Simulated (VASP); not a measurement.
# CaF2 (Fm-3m) in VASP: a series of runs

One crystal, CaF2, is run at these levels: PBE+D3(BJ), PBEsol; tasks: relaxation of cell and atoms.

All numbers are computed with VASP 6.6.1; they aren't measurements. Logs are shortened: lines on timing, memory, paths and dates and some standing lists are left out, and cuts for length are marked.

### 1 Starting point

The structure is cubic, space group Fm-3m (No. 225). The conventional cell has a = 5.463 Å, b = 5.463 Å, c = 5.463 Å, α = 90.00°, β = 90.00°, γ = 90.00°. Around Ca (site symmetry m-3m) lie 8 F at 2.37 Å. F (site symmetry -43m) has 4 Ca at 2.37 Å as nearest neighbours.

### 2 Relaxation of cell and atoms, PBE+D3(BJ)

Contents of INCAR:

```
SYSTEM = CaF2
PREC = Accurate
ENCUT = 600
EDIFF = 1E-7
ISMEAR = 0
SIGMA = 0.02
LREAL = .False.
LASPH = .True.
NELM = 60
ALGO = Normal
ISIF = 3
LWAVE = .False.
LCHARG = .False.
GGA = PE
IVDW = 12
IBRION = 2
NSW = 90
EDIFFG = -0.005
```

Contents of KPOINTS:

```
Automatic mesh
0
Gamma
  8 8 8
  0 0 0
```

Contents of POSCAR:

```
CaF2
1.0
    0.0000000000      2.7316045000      2.7316045000
    2.7316045000      0.0000000000      2.7316045000
    2.7316045000      2.7316045000      0.0000000000
Ca F
1 2
Direct
    0.0000000000      0.0000000000      0.0000000000
    0.2500000000      0.2500000000      0.2500000000
    0.7500000000      0.7500000000      0.7500000000
```

Potentials or basis: VASP PAW PBE potentials, release 64 (Ca_sv, F).

Command:

```bash
$ cat potpaw_PBE.64/Ca_sv/POTCAR potpaw_PBE.64/F/POTCAR > POTCAR
$ mpirun -np 1 vasp_std > vasp.out
```

OUTCAR:

```text
SYSTEM = CaF2
   PREC = Accurate
   ENCUT = 600
   EDIFF = 1E-7
   ISMEAR = 0
   LREAL = .False.
   LASPH = .True.
   NELM = 60
   ISIF = 3
   GGA = PE
   IVDW = 12
   IBRION = 2
   NSW = 90
   EDIFFG = -0.005
 IVDW          = 12

 ion  position               nearest neighbor table
   1  0.000  0.000  0.000-   2 2.37   3 2.37   3 2.37   3 2.37   3 2.37   2 2.37   2 2.37   2 2.37

   2  0.250  0.250  0.250-   1 2.37   1 2.37   1 2.37   1 2.37
   3  0.750  0.750  0.750-   1 2.37   1 2.37   1 2.37   1 2.37

  LATTYP: Found a face centered cubic cell.
 ALAT       =     5.4632090000

  Lattice vectors:

 A1 = (   0.0000000000,   2.7316045000,   2.7316045000)
 A2 = (   2.7316045000,   0.0000000000,   2.7316045000)
 A3 = (   2.7316045000,   2.7316045000,   0.0000000000)

Analysis of symmetry for initial positions (statically):
=====================================================================
 Subroutine PRICEL returns:
 Original cell was already a primitive cell.

 Routine SETGRP: Setting up the symmetry group for a
 face centered cubic supercell.

 Subroutine GETGRP returns: Found 48 space group operations
 (whereof 48 operations were pure point group operations)
 out of a pool of 48 trial point group operations.

The static configuration has the point symmetry O_h .

Analysis of symmetry for dynamics (positions and initial velocities):
=====================================================================
 Subroutine PRICEL returns:
 Original cell was already a primitive cell.

 Routine SETGRP: Setting up the symmetry group for a
 face centered cubic supercell.

 Subroutine GETGRP returns: Found 48 space group operations
 (whereof 48 operations were pure point group operations)
 out of a pool of 48 trial point group operations.

The dynamic configuration has the point symmetry O_h .

 Subroutine INISYM returns: Found 48 space group operations
 (whereof 48 operations are pure point group operations),
 and found     1 'primitive' translations

----------------------------------------------------------------------------------------

                                     Primitive cell

  volume of cell :      40.7646

  direct lattice vectors                    reciprocal lattice vectors
     0.000000000  2.731604500  2.731604500    -0.183042604  0.183042604  0.183042604
     2.731604500  0.000000000  2.731604500     0.183042604 -0.183042604  0.183042604
     2.731604500  2.731604500  0.000000000     0.183042604  0.183042604 -0.183042604

  length of vectors
     3.863072131  3.863072131  3.863072131     0.317039090  0.317039090  0.317039090

  position of ions in fractional coordinates (direct lattice)
     0.000000000  0.000000000  0.000000000
     0.250000000  0.250000000  0.250000000
     0.750000000  0.750000000  0.750000000

  ion indices of the primitive-cell ions
   primitive index   ion index
                 1           1
                 2           2
                 3           3

----------------------------------------------------------------------------------------

 KPOINTS: Automatic mesh

Automatic generation of k-mesh.
 Grid dimensions read from file:
 generate k-points for:    8    8    8

 Generating k-lattice:

  Cartesian coordinates                     Fractional coordinates (reciprocal lattice)
    -0.022880325  0.022880325  0.022880325     0.125000000  0.000000000  0.000000000
     0.022880325 -0.022880325  0.022880325     0.000000000  0.125000000  0.000000000
     0.022880325  0.022880325 -0.022880325     0.000000000  0.000000000  0.125000000
[... 61 lines left out ...]
   IBRION =      2    ionic relax: 0-MD 1-quasi-New 2-CG
   NFREE  =      1    steps in history (QN), initial steepest desc. (CG)
   ISIF   =      3    stress and relaxation
   ISYM   =      2    0-nonsym 1-usesym 2-fastsym
   POTIM  = 0.5000    time-step for ionic-motion
   TEBEG  =    0.0;   TEEND  =   0.0 temperature during run
   PSTRESS=    0.0 pullay stress
   NELECT =      24.0000    total number of electrons
   NUPDOWN=      -1.0000    fix difference up-down
   EMIN   =  10.00;   EMAX   =-10.00  energy-range for DOS
   EFERMI =   0.00;   METHOD = LEGACY
   ISMEAR =     0;   SIGMA  =   0.02  broadening in eV -4-tet -1-fermi 0-gaus
   EFERMI_NEDOS =   21; number of points for ismear=-14 and -15
   IALGO  =     38    algorithm
   IMIX   =      4    mixing-type and parameters
     AMIX     =   0.40;   BMIX     =  1.00
     AMIX_MAG =   1.60;   BMIX_MAG =  1.00
  volume/ion in A,a.u.               =      13.59        91.70
  Fermi-wavevector in a.u.,A,eV,Ry     =   1.372095  2.592883 25.614926  1.882644
  Thomas-Fermi vector in A             =   2.497733
   LORBIT       =      0    0 simple, 1 ext, 2 COOP (PROOUT), +10 PAW based schemes
   GGA     = PE    functional components
   LHFCALC =     F    Hartree Fock is set to
   AEXX    =    0.0000 exact exchange contribution
   IVDW    =    12    specifies the selected vdW correction
   LEPSILON=     F    determine dielectric tensor
   LRPA    =     F    only Hartree local field effects (RPA)
 conjugate gradient relaxation of ions
 non-spin polarized calculation
 Gauss-broadening in eV      SIGMA  =   0.02
  energy-cutoff  :      600.00
  volume of cell :       40.76
 maximum number of plane-waves:      1380
   NGX = 15   NGY = 15   NGZ = 15

--------------------------------------- Ionic step        1  -------------------------------------------

 number of electron      23.9999989 magnetization

 Free energy of the ion-electron system (eV)
  ---------------------------------------------------
  ext. energy  EPLUGINS =         0.00000000
  ---------------------------------------------------
  free energy    TOTEN  =       -17.33395604 eV

  energy without entropy =      -17.33395604  energy(sigma->0) =      -17.33395604

------------------------ aborting loop because EDIFF is reached ----------------------------------------

 Edisp (eV)   -0.46932

 E8    (eV) :    -0.1964

  FORCE on cell =-STRESS in cart. coord.  units (eV):
  Direction    XX          YY          ZZ          XY          YZ          ZX
  --------------------------------------------------------------------------------------
  -------------------------------------------------------------------------------------
  Total       0.10940     0.10940     0.10940     0.00000    -0.00000    -0.00000
  in kB       4.29964     4.29964     4.29964     0.00000    -0.00000    -0.00000
  external pressure =        4.30 kB  Pullay stress =        0.00 kB

 VOLUME and BASIS-vectors are now :
 -----------------------------------------------------------------------------
  energy-cutoff  :      600.00
  volume of cell :       40.76
      direct lattice vectors                 reciprocal lattice vectors
     0.000000000  2.731604500  2.731604500    -0.183042604  0.183042604  0.183042604
     2.731604500  0.000000000  2.731604500     0.183042604 -0.183042604  0.183042604
     2.731604500  2.731604500  0.000000000     0.183042604  0.183042604 -0.183042604

 POSITION                                       TOTAL-FORCE (eV/Angst)
 -----------------------------------------------------------------------------------
      0.00000      0.00000      0.00000         0.000000      0.000000      0.000000
      1.36580      1.36580      1.36580        -0.000000     -0.000000     -0.000000
      4.09741      4.09741      4.09741         0.000000      0.000000      0.000000
 -----------------------------------------------------------------------------------
    total drift:                                0.000000     -0.000000      0.000000

  FREE ENERGIE OF THE ION-ELECTRON SYSTEM (eV)
  ---------------------------------------------------
  free  energy   TOTEN  =       -17.8032782509 eV

  energy  without entropy=      -17.8032782509  energy(sigma->0) =      -17.80327825

--------------------------------------- Ionic step        2  -------------------------------------------

 number of electron      23.9999991 magnetization

 Free energy of the ion-electron system (eV)
  ---------------------------------------------------
  ext. energy  EPLUGINS =         0.00000000
  ---------------------------------------------------
  free energy    TOTEN  =       -17.33673076 eV

  energy without entropy =      -17.33673076  energy(sigma->0) =      -17.33673076

 E-fermi :  -0.7742     XC(G=0):  -9.6017

 val. band max:       -1.0023994872   @ k =   0.5000   0.5000   0.0000
 cond. band min:       6.2422636902   @ k =   0.0000   0.0000   0.0000
 fundamental gap:      7.2446631774
 Fermi energy:        -0.7741776079

 k-point     1 :       0.0000    0.0000    0.0000
  band No.  band energies     occupation
      1     -37.0552      2.00000
      2     -20.9227      2.00000
      3     -20.1601      2.00000
      4     -17.9945      2.00000
      5     -17.9945      2.00000
      6     -17.9945      2.00000
[... 433 lines left out ...]
      3     -20.7515      2.00000
      4     -18.0594      2.00000
      5     -17.8394      2.00000
      6     -17.5903      2.00000
[... 8 lines left out ...]
     15       8.8138      0.00000
     16       9.2677      0.00000

 [... further k-points ...]

------------------------ aborting loop because EDIFF is reached ----------------------------------------

 Edisp (eV)   -0.46683

 E8    (eV) :    -0.1954

  FORCE on cell =-STRESS in cart. coord.  units (eV):
  Direction    XX          YY          ZZ          XY          YZ          ZX
  --------------------------------------------------------------------------------------
  -------------------------------------------------------------------------------------
  Total      -0.00255    -0.00255    -0.00255    -0.00000     0.00000    -0.00000
  in kB      -0.09952    -0.09952    -0.09952    -0.00000     0.00000    -0.00000
  external pressure =       -0.10 kB  Pullay stress =        0.00 kB

 VOLUME and BASIS-vectors are now :
 -----------------------------------------------------------------------------
  energy-cutoff  :      600.00
  volume of cell :       40.98
      direct lattice vectors                 reciprocal lattice vectors
     0.000000000  2.736409931  2.736409931    -0.182721161  0.182721161  0.182721161
     2.736409931  0.000000000  2.736409931     0.182721161 -0.182721161  0.182721161
     2.736409931  2.736409931 -0.000000000     0.182721161  0.182721161 -0.182721161

 POSITION                                       TOTAL-FORCE (eV/Angst)
 -----------------------------------------------------------------------------------
      0.00000      2.73641      2.73641         0.000000     -0.000000     -0.000000
      1.36820      1.36820      1.36820        -0.000000     -0.000000     -0.000000
      4.10461      4.10461      4.10461         0.000000      0.000000      0.000000
 -----------------------------------------------------------------------------------
    total drift:                               -0.000000     -0.000000      0.000000

  FREE ENERGIE OF THE ION-ELECTRON SYSTEM (eV)
  ---------------------------------------------------
  free  energy   TOTEN  =       -17.8035582016 eV

  energy  without entropy=      -17.8035582016  energy(sigma->0) =      -17.80355820

 reached required accuracy - stopping structural energy minimisation
```

It took 21 s on 1 thread of AMD EPYC 9R45 (Zen 5), shared host; peak memory 0.17 GiB.

What came out:

```yaml
Free_energy: -17.8036 eV
Relaxed_volume: 13.66 Å³/atom
Relaxed_cell: a = 3.870 Å, b = 3.870 Å, c = 3.870 Å, α = 60.00°, β = 60.00°, γ = 60.00°
Space_group_after_relaxing_to_0.05_Å: Fm-3m (No. 225)
Energy_gained_by_relaxing: 0.1 meV/atom
Ionic_steps: 2
Pressure_after_relaxing: 0.0 GPa
Band_gap_on_the_k_mesh: 7.24 eV, indirect (least direct gap 7.50 eV)
Dispersion_energy_per_atom: -0.156 eV
```

Step by step:
```csv
step,energy change (eV),largest force (eV/Å),pressure (GPa),volume (Å³)
1,0.0000,0.0000,0.43,40.76
2,-0.0003,0.0000,-0.01,40.98
```

Final structure:
```
Ca F
1.0
     0.00000    2.73641    2.73641
     2.73641    0.00000    2.73641
     2.73641    2.73641    0.00000
Ca F
1 2
Direct
  0.00000 0.00000 0.00000
  0.25000 0.25000 0.25000
  0.75000 0.75000 0.75000
```

A k mesh can miss the band edges. Zero-point motion and thermal expansion aren't in these numbers.

### 3 Relaxation of cell and atoms, PBEsol

INCAR: that of step 2 with these lines changed.

```diff
@@ -2,3 +2,3 @@
 PREC = Accurate
-ENCUT = 600
+ENCUT = 300
 EDIFF = 1E-7
@@ -13,4 +13,3 @@
 LCHARG = .False.
-GGA = PE
-IVDW = 12
+GGA = PS
 IBRION = 2
```

KPOINTS is that of step 2.

POSCAR is that of step 2.

Potentials or basis: VASP PAW PBE potentials, release 64 (Ca_sv, F).

Command:

```bash
$ cat potpaw_PBE.64/Ca_sv/POTCAR potpaw_PBE.64/F/POTCAR > POTCAR
$ mpirun -np 1 vasp_std > vasp.out
```

Run time: 28 s. Hardware: 1 thread of AMD EPYC 9R45 (Zen 5), shared host; peak memory 0.12 GiB.

The run converged, but a check on its numbers failed (symmetry, net force, bounds or a known fault of this set-up), so they aren't taken as properties of the crystal.

Caveat: the cutoff lies under the usual one of these potentials, so the numbers hold a large basis-set error; the volume moved by over 15 % at a fixed basis, so the end points are rough; the PAW data sets were made with another functional, which shifts forces and pressure a little; the volume moved by -21 % from the deposited cell, more than functionals usually miss.

### 4 Relaxation of cell and atoms, PBEsol

INCAR: that of step 3 with these lines changed.

```diff
@@ -2,3 +2,3 @@
 PREC = Accurate
-ENCUT = 300
+ENCUT = 600
 EDIFF = 1E-7
```

Contents of KPOINTS:

```
Automatic mesh
0
Gamma
  4 4 4
  0 0 0
```

POSCAR is that of step 3.

Command:

```bash
$ cat potpaw_PBE.64/Ca_sv/POTCAR potpaw_PBE.64/F/POTCAR > POTCAR
$ mpirun -np 1 vasp_std > vasp.out
```

Run time: 8.9 s. Hardware: 1 thread of AMD EPYC 9R45 (Zen 5), shared host; peak memory 0.16 GiB.

Results (log left out):

```
Free energy                            : -17.9070 eV
Relaxed volume                         : 13.30 Å³/atom
Relaxed cell                           : a = 3.835 Å, b = 3.835 Å, c = 3.835 Å, α = 60.00°, β = 60.00°, γ = 60.00°
Space group after relaxing (to 0.05 Å) : Fm-3m (No. 225)
Energy gained by relaxing              : 1.6 meV/atom
Ionic steps                            : 2
Pressure after relaxing                : 0.0 GPa
Band gap on the k mesh                 : 7.21 eV, indirect (least direct gap 7.48 eV)
```

Step by step:
```csv
step,energy change (eV),largest force (eV/Å),pressure (GPa),volume (Å³)
1,0.0000,0.0000,-1.75,40.76
2,-0.0048,0.0000,0.03,39.90
```

Final structure:
```yaml
crystal:
  lattice:
    - [0.00000, 2.71207, 2.71207]
    - [2.71207, 0.00000, 2.71207]
    - [2.71207, 2.71207, 0.00000]
  atoms:
    - { symbol: Ca, position: [0.00000, 0.00000, 0.00000] }
    - { symbol: F, position: [0.25000, 0.25000, 0.25000] }
    - { symbol: F, position: [0.75000, 0.75000, 0.75000] }
```

Levels at points of the mesh, in eV from the valence-band top:
| k point | band 8 | band 9 | band 10 | band 11 | band 12 | band 13 | band 14 | band 15 | band 16 |
| --- | --- | --- | --- | --- | --- | --- | --- | --- | --- |
| (0.00, 0.00, 0.00) | -2.21 | -2.21 | -0.26 | -0.26 | -0.26 | 7.21 | 9.20 | 9.20 | 11.39 |
| (0.50, 0.00, 0.00) | -1.59 | -1.34 | -1.28 | -0.86 | -0.86 | 9.44 | 9.44 | 9.84 | 10.64 |
| (0.50, 0.50, 0.00) | -1.70 | -1.70 | -0.38 | -0.38 | 0.00 | 8.08 | 9.59 | 10.19 | 11.00 |

Caveat: the k mesh is coarse (spacing up to 0.50 Å⁻¹), so the values aren't converged; the PAW data sets were made with another functional, which shifts forces and pressure a little.
